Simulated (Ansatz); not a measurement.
**MnS (F-43m)**

All numbers are calculated (PBE+U, U_eff = 3.0 eV (Dudarev form) on Mn d, fully localised double counting, collinear spin, scalar-relativistic, 420 eV, PAW set soft_2, 6×6×6 mesh, Gaussian smearing of 0.05 eV) with the plane-wave PAW code Ansatz.

```
CELL_PARAMETERS angstrom
0.00000 2.80000 2.80000
2.80000 0.00000 2.80000
2.80000 2.80000 0.00000
ATOMIC_POSITIONS crystal
Mn 0.00000 0.00000 0.00000
S 0.75000 0.75000 0.75000
```

The structure is that of a cell as deposited in COD, unrelaxed.

Cell and atoms stay fixed. Atoms count from 1 in the text and from 0 in parts of the program's output.

Two runs on this cell converged from different starts. The ends of their outputs, energies left out (λ are the eigenvalues of a shell's occupation matrix):

Run A:

```
Magnetization: 5.0000 μB (13.0000 up, 8.0000 down)
Absolute magnetization: 5.0000 μB (∫|ρ↑−ρ↓|, with the PAW one-centre terms)
Per-site moments (μB) at R_I (Å): [(4.31952, 1.00026), (0.07114, 1.00026)]
Fermi energy:    7.803716 eV
--- Forces (eV/Å), atoms counted from 1 ---
  atom   1  Mn     0.00000000     0.00000000     0.00000000
  atom   2  S      0.00000000     0.00000000     0.00000000
--- Stress (GPa, compression-positive) ---
        4.466978       0.000000       0.000000
        0.000000       4.466978       0.000000
        0.000000       0.000000       4.466978
  P = ⅓ Tr σ = 4.4670 GPa (44.670 kbar)
--- Löwdin populations: 2 sites ---
  site symbol       q [e]    m [muB]
     0     Mn     13.8569     4.7217
     1      S      6.9919     0.1953
--- Occupation matrices: 1 shell (run DFT+U table (all-electron-ortho-atomic); ε = 1.43e-3) ---
  Mn0 d_3D up     Tr n = 4.9678  λ = 0.992 0.992 0.992 0.996 0.996
  Mn0 d_3D dn     Tr n = 0.2951  λ = 0.027 0.027 0.081 0.081 0.081
```

Run B:

```
Magnetization: 1.0093 μB (11.0046 up, 9.9954 down)
Absolute magnetization: 2.3983 μB (∫|ρ↑−ρ↓|, with the PAW one-centre terms)
Per-site moments (μB) at R_I (Å): [(0.86008, 1.00026), (0.01949, 1.00026)]
Entropy (-TS):   -0.000640 eV (-0.320 meV/atom)
Fermi energy:    7.350052 eV
--- Forces (eV/Å), atoms counted from 1 ---
  atom   1  Mn     0.00000000     0.00000000     0.00000000
  atom   2  S      0.00000000     0.00000000     0.00000000
--- Stress (GPa, compression-positive) ---
        0.216441       0.000000       0.000000
        0.000000       0.952959       0.000000
        0.000000       0.000000       0.216466
  P = ⅓ Tr σ = 0.4620 GPa (4.620 kbar)
--- Löwdin populations: 2 sites ---
  site symbol       q [e]    m [muB]
     0     Mn     13.9746     0.9299
     1      S      6.8700     0.0586
--- Occupation matrices: 1 shell (run DFT+U table (all-electron-ortho-atomic); ε = 6.75e-4) ---
  Mn0 d_3D up     Tr n = 3.1554  λ = 0.058 0.138 0.983 0.983 0.993
  Mn0 d_3D dn     Tr n = 2.2308  λ = 0.038 0.113 0.113 0.978 0.989
```

**Question.** Which run lies higher in energy, by how much, and why?

**Answer.** Run B, by 1235.6 meV/atom. Run B has no gap on the mesh (a metal); run A has 5 d electrons in filled orbitals, 5 of them unpaired, the high-spin filling, a gap of 1.03 eV and a whole-number cell moment of 5 μB, as a collinear insulator must have. Run B kept 4 symmetry operations, run A 24. Flag on run B: mesh too coarse for this metal. On Mn1, N↑ − N↓ is 0.92 in size in run B against 4.67 in run A: with fewer parallel spins, run B lacks part of the exchange energy behind Hund's first rule. With J = 0 the Hubbard energy is (U/2) Σ λ(1 − λ), a penalty on fractional natural occupations. The sums Σ λ(1 − λ) over the cell's shells are 0.31 for run A and 0.48 for run B, which at U/2 = 1.50 eV give 0.46 and 0.73 eV per cell. Of the difference of 2.47 eV per cell, the Hubbard term gives 0.27 eV and all other terms 2.21 eV, so the Hubbard term itself makes little of it, though U shapes both states. The other terms are taken on each state's own density, so they aren't the result of a run without U.

With one Mn ion in the cell, Mn moments can't oppose each other.

In the lower state the fixed cell carries a pressure of 4.5 GPa (the cell is smaller than this level of theory would relax to); relaxing would change energies and could change the order of close states.

Run B started from: random orbitals: single harmonics, lower spin (3+2 electrons), moments Mn1 1.00 μB, occupations held for 12 iterations. Run A started from atoms, default search, moments Mn1 5.00 μB. At this level the cell was started in 7 ways. Run A holds the lowest state found for this cell, which doesn't make it the ground state. For metallic states the mesh is coarse, so energy differences carry some meV/atom. U wasn't fitted or computed for this material, so the results show what this U gives and needn't match the real solid. Where a metal has almost no states within the smearing of the Fermi level on this mesh, its moment and stress follow whole counts of k-points and would move on a finer mesh. A gap on the mesh alone may shrink between mesh points.
